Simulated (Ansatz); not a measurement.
**CaO with hydrogen replacing O, one structure, two calculations**

Cell: a supercell of CaO (rock salt type, Fm-3m) built from an entry of the Crystallography Open Database (COD), with the ions relaxed around the defect (PBE).

```
Ca H O
1.0
     0.00000    7.21950    7.21950
     7.21950    0.00000    7.21950
     7.21950    7.21950    0.00000
Ca H O
27 1 26
Direct
  0.99996 0.99996 0.99996
  0.99322 0.99322 0.34027
  0.99993 0.99993 0.66722
  0.99322 0.34027 0.99322
  0.99321 0.34029 0.34029
  0.00071 0.33280 0.66671
  0.99993 0.66722 0.99993
  0.00071 0.66671 0.33280
  0.00067 0.66676 0.66676
  0.34027 0.99322 0.99322
  0.34029 0.99321 0.34029
  0.33280 0.00071 0.66671
  0.34029 0.34029 0.99321
  0.33359 0.33359 0.33359
  0.33355 0.33355 0.66633
  0.33280 0.66671 0.00071
  0.33355 0.66633 0.33355
  0.33280 0.66675 0.66675
  0.66722 0.99993 0.99993
  0.66671 0.00071 0.33280
  0.66676 0.00067 0.66676
  0.66671 0.33280 0.00071
  0.66633 0.33355 0.33355
  0.66675 0.33280 0.66675
  0.66676 0.66676 0.00067
  0.66675 0.66675 0.33280
  0.66675 0.66675 0.66675
  0.16702 0.16702 0.16702
  0.16675 0.16675 0.49764
  0.16676 0.16676 0.83591
  0.16675 0.49764 0.16675
  0.16628 0.50026 0.50026
  0.16670 0.49758 0.83593
  0.16676 0.83591 0.16676
  0.16670 0.83593 0.49758
  0.16721 0.83326 0.83326
  0.49764 0.16675 0.16675
  0.50026 0.16628 0.50026
  0.49758 0.16670 0.83593
  0.50026 0.50026 0.16628
  0.50022 0.50022 0.50022
  0.50018 0.50018 0.83328
  0.49758 0.83593 0.16670
  0.50018 0.83328 0.50018
  0.50008 0.83341 0.83341
  0.83591 0.16676 0.16676
  0.83593 0.16670 0.49758
  0.83326 0.16721 0.83326
  0.83593 0.49758 0.16670
  0.83328 0.50018 0.50018
  0.83341 0.50008 0.83341
  0.83326 0.83326 0.16721
  0.83341 0.83341 0.50008
  0.83326 0.83326 0.83326
```

Atoms are numbered from 1 in the order listed; like atoms form one site, named after its first atom.

First run. The numbers come from a DFT calculation in Ansatz (PBE, plane waves and PAW, scalar-relativistic, collinear spin, 420 eV cutoff, Γ-centred 2×2×2 k-points, Fermi–Dirac smearing 0.01 eV). Start moments as typed (μB): 1 on each H, none on the rest.

```tsv
site	atom	V_zz (10²¹ V/m²)	η
Ca1	1	-0.16	0.00
Ca2	2	2.64	0.00
Ca3	3	-0.16	0.01
Ca5	5	2.61	0.00
Ca6	6	-0.42	0.13
Ca9	9	-0.43	0.15
Ca14	14	-0.15	0.00
Ca15	15	-0.16	0.02
Ca18	18	-0.43	0.11
H	28	<0.005	–
O29	29	0.46	0.45
O30	30	0.47	0.44
O33	33	0.47	0.45
O42	42	-0.24	0.00
```

Second run. The same atoms and settings, except that the functional is r2SCAN and the cutoff is 500 eV.

(1) Given the first result, estimate the second.

## Answers

(1) 

```csv
site,atom,V_zz,η,change of V_zz
Ca1,1,-0.17,0.00,-0.01
Ca2,2,2.70,0.00,+0.06
Ca3,3,-0.17,0.01,-0.01
Ca5,5,2.66,0.00,+0.05
Ca6,6,-0.43,0.09,-0.01
Ca9,9,-0.43,0.12,0.00
Ca14,14,-0.16,0.00,-0.01
Ca15,15,-0.17,0.02,-0.01
Ca18,18,-0.43,0.07,0.00
H,28,<0.005,–,0.00
O29,29,0.47,0.41,+0.01
O30,30,0.49,0.40,+0.02
O33,33,0.48,0.41,+0.01
O42,42,-0.28,0.00,-0.04
```

The largest change of V_zz is on Ca2, from 2.64 to 2.70. In per cent, |V_zz| changes by +2 on Ca (all sites that start above 2). The table leaves out 5 of the 19 sites, with |V_zz| up to 0.10; their tensors move by 0.01 at most along any direction. The statements above cover all sites.

The defect repeats with the cell of 54 atoms, so it feels its images: sites between two images don't show the values beside a lone defect, and zeros or small values of η there can come from the images' arrangement. The defect cell has no gap above 0.1 eV on its mesh, so the values can hang on the smearing and the k-mesh. The start moments die out, and the run ends without spin.
For the first run: The centre was started off its lattice site, so that it could distort.
For the second run: The program didn't check the stability of this electronic state in full, so a lower one may lie near.
